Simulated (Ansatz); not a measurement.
The system is TaN.

```
Ta N
1.0
     2.93800    0.00000    0.00000
    -1.46900    2.54438    0.00000
     0.00000    0.00000    2.88300
Ta N
1 1
Cartesian
  0.0000 1.6963 1.4415
  0.0000 0.0000 0.0000
```

- Program: Ansatz 0.2.0
- Task: relaxation of cell and atoms
- Functional: LDA
- Potentials or basis: Ansatz PAW
- Cutoff: 420 eV (not typed: the program's choice for these potentials)
- k mesh: 10 × 10 × 9
- Occupations: fermi-dirac, width 0.05 eV
- Spin: no spin polarisation

At the start: volume 10.78 Å³/atom.

Question: How do energy, volume and symmetry change on relaxing?

Answer: It ends after 8 steps and the volume is 10.43 Å³/atom (-3.2 %); space group P-6m2 (No. 187, to 0.05 Å).

Step by step:
```tsv
step	energy change (eV)	largest force (eV/Å)	volume (Å³)
1	0.0000	0.0000	21.55
2	-0.0156	0.0000	20.44
3	-0.0271	0.0000	20.88
4	-0.0277	0.0000	20.88
5	-0.0277	0.0000	20.87
6	-0.0256	0.0000	20.87
7	-0.0256	0.0000	20.86
8	-0.0256	0.0000	20.86
```

Final structure:
```
CELL_PARAMETERS angstrom
2.90674 0.00000 0.00000
-1.45337 2.51731 0.00000
0.00000 0.00000 2.85135
ATOMIC_POSITIONS crystal
Ta 0.33333 0.66667 0.50000
N 0.00000 0.00000 0.00000
```

Caveat: the plane-wave basis is chosen anew once the cell has moved, so the energies of steps on either side of that aren't comparable; the pressure holds a Pulay correction of +0.6 GPa for the finite cutoff; the PAW data sets come from PBE, with cores solved anew for the run's functional, which leaves a small shift of forces and pressure.
